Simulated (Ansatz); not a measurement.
# Sn (Fd-3m) in Ansatz: notebook

Aim: see how the results for Sn move with the level of theory and the settings. Levels: BLYP+D4, PBE. Tasks: relaxation of cell and atoms, single point.

All numbers are computed with Ansatz 0.2.0; they aren't measurements. Logs are shortened: lines on timing, memory, paths and dates and some standing lists are left out, and cuts for length are marked.

### Step 1. Starting point

It takes space group Fd-3m (No. 227, cubic). The conventional cell has a = 6.467 Å, b = 6.467 Å, c = 6.467 Å, α = 90.00°, β = 90.00°, γ = 90.00°. Sn (site symmetry -43m) is surrounded by 4 Sn at 2.80 Å.

This isn't the form of Sn at room conditions, which is tetragonal (white tin).

### Step 2. Relaxation of cell and atoms, BLYP+D4

Contents of input.yaml:

```yaml
crystal:
  lattice:
    - [0.0, 3.2333428, 3.2333428]
    - [3.2333428, 0.0, 3.2333428]
    - [3.2333428, 3.2333428, 0.0]
  atoms:
    - { symbol: Sn, position: [0.75, 0.75, 0.75] }
    - { symbol: Sn, position: [0.5, 0.5, 0.5] }
hamiltonian:
  xc: blyp
  pseudopotentials: { kind: paw }
  dispersion: d4
kpoints:
  mp_grid: { grid: [7, 7, 7] }
scf:
  occupations: { method: fermi_dirac, width: 0.05 }
output:
  forces: true
  stress: true
relax:
  f_tol: 0.01
  max_steps: 40
  cell: { stress_tol: 0.05 }
```

Potentials or basis: Ansatz PAW.

Launch:

```sh
$ ansatz run input.yaml --threads 2 --pin off --max-ram 5632MiB --backend cpu --events-out ev --progress --plain --runs-dir out
```

Output:

```text
Warning: RAYON_NUM_THREADS=2 ignored (pool sized by the plan → 2); use --threads N
Engine: ansatz 0.2.0, x86_64-unknown-linux-gnu
Pseudopotentials: kind: paw
Pseudopotential: Sn, paw, valence charge 14, recommended cutoff 420 eV (normal), Sn.paw.azcp
Functional definition: BLYP
  parameter beta = 0.0042
  parameter a = 0.04918
  parameter b = 0.132
  parameter c = 0.2533
  parameter d = 0.349
  exchange = b88_x(beta = beta)
  correlation = lyp_c(a = a, b = b, c = c, d = d)
Crystal: 2 atoms, lattice volume = 67.606 Å³
Basis set: ecut = 420 eV, 1363 PW (Γ), exchange–correlation on 64×64×64 points (8 copies of the dense FFT grid, shifted against one another)
Bands: 18, of which v1, the nominal top of the filled ones, is band 14 counted from 1 (13 counted from 0)
Symmetry: 48 space group operations
Space group: Fd-3m (ITA 227), of the structure as read, at distance tolerance 4.1e-5 Å
k-points: 20 of 343
Non-local potential: Sn, projectors of the file, l = 0: 2, l = 1: 2, l = 2: 2, l = 3: 2
PAW form: soft (Blöchl's): semilocal exchange-correlation on the pseudo side does not see the compensation charge
PAW frozen core: Sn, regenerated for the run's functional, and the local potential with it (the file was generated under x = pbe(κ = 0.804, μ = 0.2195149727645171), c = pbe(β = 0.06672455060314922))
PAW one-centre angular grid: Sn, 590 points (default); XC on 64 Gauss nodes
Initial density: superposition of atomic densities (neutral atoms: chi_scale 0, normalization atom), corrected by the library's trained network
Initial wavefunctions: pseudopotential atomic-orbital guess
Functional: x = b88, c = lyp
SCF iter   1: F=—  HF=-12082.387589 eV  |F-HF|=—  |Δ(HF+E_count)|=         —  Δρ=4.44e-3  dr2=9.23e-3  ethr=1.77e-3  ⟨swp⟩=6.1  Hψ=1976  notcnv=0
preconditioner: auto → none  [insulator: Δε(μ)=0.299 eV  Ē_g=20.253 eV  σ=0.050 eV  W_gap=0.76  n_scr=14 (ndim 8)  ℏωp=23.9 eV  f_vac=0.091  D(μ)=0.22/eV (n_scr^D=0)  ε∞_Penn≈2.4]
SCF iter   2: F=—  HF=-12082.384264 eV  |F-HF|=—  |Δ(HF+E_count)|=   3.33e-3  Δρ=2.18e-3  dr2=1.64e-3  ethr=3.30e-5  ⟨swp⟩=1.2  Hψ=530  notcnv=0
SCF iter   3: F=—  HF=-12082.384079 eV  |F-HF|=—  |Δ(HF+E_count)|=   1.84e-4  Δρ=3.56e-4  dr2=7.71e-5  ethr=5.87e-6  ⟨swp⟩=2.0  Hψ=636  notcnv=0
SCF iter   4: F=—  HF=-12082.384035 eV  |F-HF|=—  |Δ(HF+E_count)|=   4.49e-5  Δρ=9.83e-5  dr2=4.97e-6  ethr=2.75e-7  ⟨swp⟩=2.0  Hψ=639  notcnv=0
SCF iter   5: F=—  HF=-12082.384037 eV  |F-HF|=—  |Δ(HF+E_count)|=   2.53e-6  Δρ=4.41e-5  dr2=8.65e-7  ethr=1.77e-8  ⟨swp⟩=2.0  Hψ=639  notcnv=0
SCF iter   6: F=-12082.384037 eV  HF=-12082.384037 eV  |F-HF|=3.11e-8  |Δ(HF+E_count)|=   5.00e-7  Δρ=8.26e-6  dr2=3.02e-8  ethr=3.57e-10  ⟨swp⟩=4.0  Hψ=1438  notcnv=0
SCF 1 converged in 6 iterations: F = -12082.384037 eV  dr2 = 3.02e-8
relax step   1: F+E_penalty+E_count = -12082.38403652 eV  Δ(F+E_penalty+E_count) = +0.000e0 eV  max|allowed force component| = 5.782e-18 eV/Å  Δτ_max = 0.0000 Å  P = +3.070 GPa  Ω = 67.606 Å³  (6 SCF iters, dr2 threshold 1.00e-7 eV, accepted)
Crystal: 2 atoms, lattice volume = 75.229 Å³
Basis set: ecut = 420 eV, 1459 PW (Γ), exchange–correlation on 64×64×64 points (8 copies of the dense FFT grid, shifted against one another)
Initial density: handed on by an earlier stage of this run
Initial wavefunctions: those handed on with the density
iter 1 solved again at ethr=4.24e-5 eV; its pass at ethr=3.10e-3 eV (dr2=1.19e-2 eV) is discarded
SCF iter   1: F=—  HF=-12082.418816 eV  |F-HF|=—  |Δ(HF+E_count)|=         —  Δρ=3.44e-3  dr2=1.18e-2  ethr=4.24e-5  ⟨swp⟩=1.6  Hψ=2424  notcnv=0
preconditioner: auto → none  [insulator: Δε(μ)=0.225 eV  Ē_g=19.822 eV  σ=0.050 eV  W_gap=0.67  n_scr=14 (ndim 8)  ℏωp=22.7 eV  f_vac=0.146  D(μ)=0.58/eV (n_scr^D=0)  ε∞_Penn≈2.3]
SCF iter   2: F=—  HF=-12082.418119 eV  |F-HF|=—  |Δ(HF+E_count)|=   6.97e-4  Δρ=1.67e-3  dr2=2.29e-3  ethr=4.22e-5  ⟨swp⟩=1.0  Hψ=360  notcnv=0
SCF iter   3: F=—  HF=-12082.418358 eV  |F-HF|=—  |Δ(HF+E_count)|=   2.39e-4  Δρ=2.29e-4  dr2=1.67e-5  ethr=8.17e-6  ⟨swp⟩=2.0  Hψ=434  notcnv=0
SCF iter   4: F=—  HF=-12082.418364 eV  |F-HF|=—  |Δ(HF+E_count)|=   5.86e-6  Δρ=4.49e-5  dr2=1.34e-6  ethr=5.98e-8  ⟨swp⟩=2.0  Hψ=640  notcnv=0
SCF iter   5: F=-12082.418363 eV  HF=-12082.418363 eV  |F-HF|=7.18e-9  |Δ(HF+E_count)|=   7.99e-7  Δρ=4.96e-6  dr2=2.13e-8  ethr=7.14e-10  ⟨swp⟩=5.4  Hψ=1370  notcnv=0
SCF 2 converged in 5 iterations: F = -12082.418363 eV  dr2 = 2.13e-8
relax step   2: F+E_penalty+E_count = -12082.41836282 eV  Δ(F+E_penalty+E_count) = -3.433e-2 eV  max|allowed force component| = 1.619e-17 eV/Å  Δτ_max = 0.0000 Å  P = -1.090 GPa  Ω = 75.229 Å³  energy of the carried Pulay correction = -1.071e-3 eV  (5 SCF iters, dr2 threshold 2.00e-7 eV, accepted)
Crystal: 2 atoms, lattice volume = 73.070 Å³
Basis set: ecut = 420 eV, 1411 PW (Γ), exchange–correlation on 64×64×64 points (8 copies of the dense FFT grid, shifted against one another)
iter 1 solved again at ethr=2.93e-6 eV; its pass at ethr=3.10e-3 eV (dr2=8.19e-4 eV) is discarded
SCF iter   1: F=—  HF=-12082.427609 eV  |F-HF|=—  |Δ(HF+E_count)|=         —  Δρ=9.38e-4  dr2=8.21e-4  ethr=2.93e-6  ⟨swp⟩=2.0  Hψ=2302  notcnv=0
preconditioner: auto → none  [insulator: Δε(μ)=0.219 eV  Ē_g=19.934 eV  σ=0.050 eV  W_gap=0.50  n_scr=14 (ndim 8)  ℏωp=23.0 eV  f_vac=0.114  D(μ)=0.48/eV (n_scr^D=0)  ε∞_Penn≈2.3]
SCF iter   2: F=—  HF=-12082.427557 eV  |F-HF|=—  |Δ(HF+E_count)|=   5.18e-5  Δρ=4.56e-4  dr2=1.58e-4  ethr=2.93e-6  ⟨swp⟩=1.0  Hψ=360  notcnv=0
SCF iter   3: F=—  HF=-12082.427563 eV  |F-HF|=—  |Δ(HF+E_count)|=   6.21e-6  Δρ=6.17e-5  dr2=1.14e-6  ethr=5.64e-7  ⟨swp⟩=2.0  Hψ=432  notcnv=0
SCF iter   4: F=-12082.427564 eV  HF=-12082.427564 eV  |F-HF|=1.29e-7  |Δ(HF+E_count)|=   4.54e-7  Δρ=1.23e-5  dr2=9.81e-8  ethr=7.14e-10  ⟨swp⟩=5.3  Hψ=1368  notcnv=0
SCF 3 converged in 4 iterations: F = -12082.427564 eV  dr2 = 9.81e-8
relax step   3: F+E_penalty+E_count = -12082.42756365 eV  Δ(F+E_penalty+E_count) = -9.201e-3 eV  max|allowed force component| = 3.469e-17 eV/Å  Δτ_max = 0.0000 Å  P = -0.200 GPa  Ω = 73.070 Å³  energy of the carried Pulay correction = -7.796e-4 eV  (4 SCF iters, dr2 threshold 2.00e-7 eV, accepted)
Crystal: 2 atoms, lattice volume = 72.654 Å³
iter 1 solved again at ethr=2.22e-7 eV; its pass at ethr=3.10e-3 eV (dr2=6.21e-5 eV) is discarded
SCF iter   1: F=—  HF=-12082.427890 eV  |F-HF|=—  |Δ(HF+E_count)|=         —  Δρ=1.87e-4  dr2=3.26e-5  ethr=2.22e-7  ⟨swp⟩=3.0  Hψ=2178  notcnv=0
preconditioner: auto → Kerker (q_TF=auto, 2.327 Å⁻¹)  [metal: Δε(μ)=0.106 eV  Ē_g=19.959 eV  σ=0.050 eV  W_gap=0.40  n_scr=14 (ndim 8)  ℏωp=23.1 eV  f_vac=0.119  D(μ)=0.46/eV (n_scr^D=0)]
SCF iter   2: F=—  HF=-12082.427889 eV  |F-HF|=—  |Δ(HF+E_count)|=   1.11e-6  Δρ=1.29e-4  dr2=1.84e-5  ethr=1.16e-7  ⟨swp⟩=1.0  Hψ=360  notcnv=0
SCF iter   3: F=—  HF=-12082.427888 eV  |F-HF|=—  |Δ(HF+E_count)|=   8.44e-7  Δρ=3.32e-5  dr2=1.84e-6  ethr=6.59e-8  ⟨swp⟩=1.0  Hψ=360  notcnv=0
SCF iter   4: F=—  HF=-12082.427888 eV  |F-HF|=—  |Δ(HF+E_count)|=   2.22e-7  Δρ=1.58e-5  dr2=3.42e-7  ethr=6.57e-9  ⟨swp⟩=2.8  Hψ=627  notcnv=0
SCF iter   5: F=-12082.427889 eV  HF=-12082.427889 eV  |F-HF|=1.07e-8  |Δ(HF+E_count)|=   1.50e-7  Δρ=3.11e-6  dr2=6.41e-9  ethr=3.56e-10  ⟨swp⟩=5.3  Hψ=1250  notcnv=0
SCF 4 converged in 5 iterations: F = -12082.427889 eV  dr2 = 6.41e-9
relax step   4: F+E_penalty+E_count = -12082.42788854 eV  Δ(F+E_penalty+E_count) = -3.249e-4 eV  max|allowed force component| = 2.804e-17 eV/Å  Δτ_max = 0.0000 Å  P = -0.005 GPa  Ω = 72.654 Å³  energy of the carried Pulay correction = -7.223e-4 eV  (5 SCF iters, dr2 threshold 9.97e-8 eV, accepted)
Initial wavefunctions: pseudopotential atomic-orbital guess (no wavefunctions were taken with the density)
iter 1 solved again at ethr=3.97e-7 eV; its pass at ethr=3.10e-3 eV (dr2=1.11e-4 eV) is discarded
SCF iter   1: F=—  HF=-12082.428556 eV  |F-HF|=—  |Δ(HF+E_count)|=         —  Δρ=5.20e-5  dr2=3.33e-7  ethr=3.97e-7  ⟨swp⟩=2.5  Hψ=2744  notcnv=0
preconditioner: auto → Kerker (q_TF=auto, 2.327 Å⁻¹)  [metal: Δε(μ)=0.106 eV  Ē_g=19.959 eV  σ=0.050 eV  W_gap=0.40  n_scr=14 (ndim 8)  ℏωp=23.1 eV  f_vac=0.121  D(μ)=0.46/eV (n_scr^D=0)]
SCF iter   2: F=—  HF=-12082.428557 eV  |F-HF|=—  |Δ(HF+E_count)|=   1.79e-6  Δρ=2.56e-5  dr2=8.96e-8  ethr=1.19e-9  ⟨swp⟩=2.1  Hψ=643  notcnv=0
SCF iter   3: F=—  HF=-12082.428558 eV  |F-HF|=—  |Δ(HF+E_count)|=   2.72e-7  Δρ=7.02e-6  dr2=1.42e-8  ethr=3.20e-10  ⟨swp⟩=3.0  Hψ=649  notcnv=0
SCF iter   4: F=—  HF=-12082.428558 eV  |F-HF|=—  |Δ(HF+E_count)|=   1.97e-8  Δρ=8.66e-7  dr2=1.03e-9  ethr=5.09e-11  ⟨swp⟩=2.0  Hψ=439  notcnv=0
SCF iter   5: F=—  HF=-12082.428558 eV  |F-HF|=—  |Δ(HF+E_count)|=  1.60e-10  Δρ=3.25e-7  dr2=1.12e-10  ethr=3.67e-12  ⟨swp⟩=2.0  Hψ=639  notcnv=0
SCF iter   6: F=-12082.428558 eV  HF=-12082.428558 eV  |F-HF|=0.00e0  |Δ(HF+E_count)|=  2.18e-11  Δρ=8.20e-8  dr2=4.27e-12  ethr=1.00e-12  ⟨swp⟩=6.5  Hψ=1624  notcnv=0
SCF 5 converged in 6 iterations: F = -12082.428558 eV  dr2 = 4.27e-12
relax step   5: F+E_penalty+E_count = -12082.42855768 eV  Δ(F+E_penalty+E_count) = -6.691e-4 eV  max|allowed force component| = 3.961e-17 eV/Å  Δτ_max = 0.0000 Å  P = -0.009 GPa  Ω = 72.654 Å³  stress off target by 9.06e-3 GPa  SCF on the basis re-selected at this cell (its energy is not comparable with the rows above)  (6 SCF iters)
basis re-selected at this cell: Δ(F+E_penalty+E_count) = -6.691e-4 eV, ΔP = -0.004 GPa vs the last step (what re-selecting the basis moved, of the pressure what is left beyond the Pulay correction that the steps carried, after the strain that the cell walked since its last selection, with what the two solves' SCF thresholds leave and, on support functions, any second-order correction that the steps lacked; it is no measure of the basis error at this ecutwfc). This SCF's stress stands 9.06e-3 GPa from its target on what of the cell is left free (relax.cell.stress_tol is 5.00e-2 GPa) and its largest allowed force component is 3.96e-17 eV/Å (relax.f_tol is 1.00e-2 eV/Å): within both
SCF converged after 6 iterations
Free energy (F): -12082.428558 eV
Harris-Foulkes:  -12082.428558 eV  (|F-HF|=0.00e0)
Internal energy: -12082.424788 eV  (E = F + TS)
E sigma→0 (E₀):  -12082.426673 eV
Entropy (-TS):   -0.003770 eV (-1.885 meV/atom)
Fermi energy:    7.358125 eV
--- Per-component energies (eV) ---
  E_band       = -254.653752
  E_kinetic    = 375.685679
  E_local      = -2380.130237  (includes V_loc(G=0)·N_el)
  E_nonlocal   = -65.346414
  E_hartree    = 1355.287453
  E_xc         = -759.444488
  E_vxc        = -187.645968  (∫ρ·V_xc dr)
  E_paw        = -8311.784439  (= ΣΔE_a)
  E_vpaw       = -707.791616  (= ΣTr[D̂ρ^β])
  E_aug_tail   = -0.000001  (compensation charges beyond the density's cutoff)
  E_ewald      = -2295.265305
  E_disp       = -1.174482  (pairwise vdW)
  E_core_change = -0.252554  (= ΣΔE_core)
  E_smearing   = -0.003770  (= −TS)
  E_closure    = 0.000000  (closes the sum)
  Σ components = -12082.428558   (vs F -12082.428558, Δ=0.00e0)
--- Forces (eV/Å), atoms counted from 1 ---
  atom   1  Sn     0.00000000     0.00000000     0.00000000
  atom   2  Sn    -0.00000000    -0.00000000    -0.00000000
  max |Σ_I F_I| component: 2.31e-17 eV/Å
--- Stress (GPa, compression-positive) ---
       -0.009061      -0.000000       0.000000
       -0.000000      -0.009061       0.000000
       -0.000000      -0.000000      -0.009061
  P = ⅓ Tr σ = -0.0091 GPa (-0.091 kbar)
--- Relaxed structure (4 steps of the walk, 4 accepted, 1 SCFs on fresh bases) ---
  F+E_penalty+E_count = -12082.42855768 eV   max|allowed force component| = 3.961e-17 eV/Å   (the final SCF, on the basis selected at the relaxed cell)
  cell:  # Å, volume = 72.6536 Å³
    - [1.5333885195921994e-33, 3.311888272867984, 3.311888272867984]
    - [3.311888272867984, 8.662132471495679e-34, 3.311888272867984]
    - [3.311888272867984, 3.311888272867984, 1.5763807226770732e-33]
  atoms:
    - { symbol: Sn, position: [0.7500000000000001, 0.7500000000000001, 0.7500000000000001] }
    - { symbol: Sn, position: [0.5, 0.5, 0.5] }
```

Wall time 19 s (2 threads of Intel Xeon at 2.50GHz (Skylake/Cascade Lake), shared host); peak memory 0.36 GiB.

Results:

- Free energy: -12082.4286 eV
- Relaxed volume: 36.33 Å³/atom
- Relaxed cell: a = 4.684 Å, b = 4.684 Å, c = 4.684 Å, α = 60.00°, β = 60.00°, γ = 60.00°
- Space group after relaxing (to 0.05 Å): Fd-3m (No. 227)
- Energy gained by relaxing: 22.3 meV/atom
- Ionic steps: 5
- Pressure after relaxing: 0.0 GPa

The path:
```tsv
step	energy change (eV)	largest force (eV/Å)	volume (Å³)
1	0.0000	0.0000	67.61
2	-0.0343	0.0000	75.23
3	-0.0435	0.0000	73.07
4	-0.0439	0.0000	72.65
5	-0.0445	0.0000	72.65
```

Final structure:
```yaml
crystal:
  lattice:
    - [0.00000, 3.31189, 3.31189]
    - [3.31189, 0.00000, 3.31189]
    - [3.31189, 3.31189, 0.00000]
  atoms:
    - { symbol: Sn, position: [0.75000, 0.75000, 0.75000] }
    - { symbol: Sn, position: [0.50000, 0.50000, 0.50000] }
```

Caveat: the plane-wave basis is chosen anew once the cell has moved, so the energies of steps on either side of that aren't comparable; the PAW data sets come from PBE, with cores solved anew for the run's functional, which leaves a small shift of forces and pressure. Zero-point motion and thermal expansion aren't in these numbers.

### Step 3. Single point, PBE

Contents of input.yaml:

```yaml
crystal:
  lattice:
    - [0.0, 3.2333428, 3.2333428]
    - [3.2333428, 0.0, 3.2333428]
    - [3.2333428, 3.2333428, 0.0]
  atoms:
    - { symbol: Sn, position: [0.75, 0.75, 0.75] }
    - { symbol: Sn, position: [0.5, 0.5, 0.5] }
hamiltonian:
  xc: pbe
  pseudopotentials: { kind: paw }
kpoints:
  mp_grid: { grid: [7, 7, 7] }
scf:
  occupations: { method: gaussian, width: 0.027 }
output:
  forces: true
  stress: true
  eigenvalues: true
```

Potentials or basis: Ansatz PAW.

Launch:

```sh
$ ansatz run input.yaml --threads 2 --pin off --max-ram 5632MiB --backend cpu --events-out ev --progress --plain --runs-dir out
```

Output:

```text
Warning: RAYON_NUM_THREADS=2 ignored (pool sized by the plan → 2); use --threads N
[... 3 set-up lines as earlier in the session ...]
Functional definition: PBE
  parameter kappa = 0.804
  parameter beta = 0.06672455060314922
  exchange = pbe_x(kappa = kappa, mu = beta*pi^2/3)
  correlation = pbe_c(beta = beta)
Crystal: 2 atoms, lattice volume = 67.606 Å³
Basis set: ecut = 420 eV, 1363 PW (Γ), exchange–correlation on 64×64×64 points (8 copies of the dense FFT grid, shifted against one another)
Bands: 18, of which v1, the nominal top of the filled ones, is band 14 counted from 1 (13 counted from 0)
[... 2 set-up lines as earlier in the session ...]
k-points: 20 of 343
[... 5 set-up lines as earlier in the session ...]
Functional: x = pbe(κ = 0.804, μ = 0.2195149727645171), c = pbe(β = 0.06672455060314922)
SCF iter   1: F=—  HF=-12048.342635 eV  |F-HF|=—  |Δ(HF+E_count)|=         —  Δρ=6.64e-4  dr2=2.64e-4  ethr=1.77e-3  ⟨swp⟩=6.1  Hψ=1949  notcnv=0
preconditioner: auto → none  [insulator: Δε(μ)=0.324 eV  Ē_g=20.191 eV  σ=0.027 eV  W_gap=0.75  n_scr=14 (ndim 8)  ℏωp=23.9 eV  f_vac=0.091  D(μ)=0.79/eV (n_scr^D=0)  ε∞_Penn≈2.4]
SCF iter   2: F=—  HF=-12048.341626 eV  |F-HF|=—  |Δ(HF+E_count)|=   1.01e-3  Δρ=4.24e-4  dr2=1.45e-4  ethr=9.44e-7  ⟨swp⟩=2.0  Hψ=844  notcnv=0
SCF iter   3: F=—  HF=-12048.341696 eV  |F-HF|=—  |Δ(HF+E_count)|=   6.92e-5  Δρ=1.32e-4  dr2=1.05e-5  ethr=5.17e-7  ⟨swp⟩=2.0  Hψ=639  notcnv=0
SCF iter   4: F=—  HF=-12048.341737 eV  |F-HF|=—  |Δ(HF+E_count)|=   4.11e-5  Δρ=6.65e-5  dr2=2.77e-6  ethr=3.73e-8  ⟨swp⟩=2.0  Hψ=439  notcnv=0
SCF iter   5: F=—  HF=-12048.341746 eV  |F-HF|=—  |Δ(HF+E_count)|=   9.81e-6  Δρ=3.87e-5  dr2=6.88e-7  ethr=9.89e-9  ⟨swp⟩=2.0  Hψ=439  notcnv=0
SCF iter   6: F=-12048.341746 eV  HF=-12048.341747 eV  |F-HF|=8.33e-8  |Δ(HF+E_count)|=   1.41e-7  Δρ=1.30e-5  dr2=7.67e-8  ethr=3.57e-10  ⟨swp⟩=4.3  Hψ=1677  notcnv=0
SCF 1 converged in 6 iterations: F = -12048.341746 eV  dr2 = 7.67e-8
SCF converged after 6 iterations
Free energy (F): -12048.341746 eV
Harris-Foulkes:  -12048.341747 eV  (|F-HF|=8.33e-8)
Internal energy: -12048.341460 eV  (E = F + TS)
E sigma→0 (E₀):  -12048.341603 eV
Entropy (-TS):   -0.000286 eV (-0.143 meV/atom)
Fermi energy:    8.003726 eV
--- Per-component energies (eV) ---
  E_band       = -244.629435
  E_kinetic    = 375.352260
  E_local      = -2288.353474  (includes V_loc(G=0)·N_el)
  E_nonlocal   = -63.814875
  E_hartree    = 1319.943728
  E_xc         = -764.302749
  E_vxc        = -191.373384  (∫ρ·V_xc dr)
  E_paw        = -8276.143672  (= ΣΔE_a)
  E_vpaw       = -716.310454  (= ΣTr[D̂ρ^β])
  E_aug_tail   = -0.000001  (compensation charges beyond the density's cutoff)
  E_ewald      = -2351.022677
  E_smearing   = -0.000286  (= −TS)
  E_closure    = 0.000000  (closes the sum)
  Σ components = -12048.341746   (vs F -12048.341746, Δ=0.00e0)
--- Forces (eV/Å), atoms counted from 1 ---
  atom   1  Sn    -0.00000000    -0.00000000    -0.00000000
  atom   2  Sn    -0.00000000    -0.00000000     0.00000000
  max |Σ_I F_I| component: 3.24e-17 eV/Å
--- Stress (GPa, compression-positive) ---
        3.829047      -0.000000      -0.000000
       -0.000000       3.829047      -0.000000
        0.000000       0.000000       3.829047
  P = ⅓ Tr σ = 3.8290 GPa (38.290 kbar)
--- Band table (eV; the first three rows and the last of 20) ---
  k-point 0: bands = ["-13.7383", "-13.7383", "-13.7383", "-13.6774", "-13.6774", "-13.3587", "-13.3587", "-13.3587", "-13.3488", "-13.3488", "-2.7078", "7.4087", "8.0544", "8.0544", "8.0544", "10.1293", "10.1293", "10.1293"]
  k-point 1: bands = ["-13.7518", "-13.7518", "-13.7333", "-13.6579", "-13.6579", "-13.3848", "-13.3848", "-13.3650", "-13.3263", "-13.3263", "-2.5088", "5.5429", "7.6970", "7.6970", "8.5891", "10.5863", "10.5863", "11.0536"]
  k-point 2: bands = ["-13.7678", "-13.7678", "-13.7219", "-13.6304", "-13.6304", "-13.4085", "-13.4085", "-13.3795", "-13.3089", "-13.3089", "-1.9431", "3.4358", "7.1746", "7.1746", "8.2622", "11.1261", "11.1261", "13.0492"]
  k-point 19: bands = ["-13.8135", "-13.8005", "-13.6284", "-13.5585", "-13.5394", "-13.5060", "-13.5002", "-13.4456", "-13.2705", "-13.2578", "0.0293", "0.9321", "4.5938", "5.4141", "10.1930", "11.9233", "12.5362", "12.5411"]
```

It took 4.9 s on 2 threads of Intel Xeon at 2.50GHz (Skylake/Cascade Lake), shared host; peak memory 0.34 GiB.

Results:

| Item | Value |
| --- | --- |
| Free energy | -12048.3417 eV |
| Pressure | 3.8 GPa |
| Band gap on the k mesh | none (metal or under the smearing width) |

Levels at points of the mesh, in eV from the Fermi level:
| k point | band 12 | band 13 | band 14 | band 15 | band 16 | band 17 |
| --- | --- | --- | --- | --- | --- | --- |
| (0.00, 0.00, 0.00) | -0.59 | 0.05 | 0.05 | 0.05 | 2.13 | 2.13 |

### Step 4. Single point, PBE

Changes to input.yaml since step 3:

```diff
@@ -14,3 +14,3 @@
 scf:
-  occupations: { method: gaussian, width: 0.027 }
+  occupations: { method: gaussian, width: 0.028 }
 output:
@@ -19 +19,5 @@
   eigenvalues: true
+  write_density: true
+  write_potential: true
+  elf: true
+  volumetric_format: npy
```

Launch:

```sh
$ ansatz run input.yaml --threads 2 --pin off --max-ram 5632MiB --backend cpu --events-out ev --progress --plain --runs-dir out
```

Wall time 5.7 s (2 threads of Intel Xeon at 2.50GHz (Skylake/Cascade Lake), shared host); peak memory 0.34 GiB.

It converged, with:

* Free energy: -12048.3418 eV
* Pressure: 3.8 GPa
* Band gap on the k mesh: none (metal or under the smearing width)

Levels at points of the mesh, in eV from the Fermi level:
```
           k point  band 12  band 13  band 14  band 15  band 16  band 17
(0.00, 0.00, 0.00)    -0.59     0.05     0.05     0.05     2.13     2.13
```

### Step 5. The runs side by side

| task | level | cell | smearing | gap on the mesh (eV) | pressure (GPa) |
| --- | --- | --- | --- | --- | --- |
| relaxation of cell and atoms | BLYP+D4 | relaxed | fermi-dirac 0.05 eV | - | 0.0 |
| single point | PBE | as given | gaussian 0.027 eV | none | 3.8 |
| single point | PBE | as given | gaussian 0.028 eV | none | 3.8 |

Alike in all rows: potentials or basis Ansatz PAW; no spin polarisation; k mesh 7 × 7 × 7; cutoff (eV) 420.

Caveats: the plane-wave basis is chosen anew once the cell has moved, so the energies of steps on either side of that aren't comparable (some runs); the PAW data sets come from PBE, with cores solved anew for the run's functional, which leaves a small shift of forces and pressure (some runs).

Absolute energies hang on the potentials; compare differences alone.
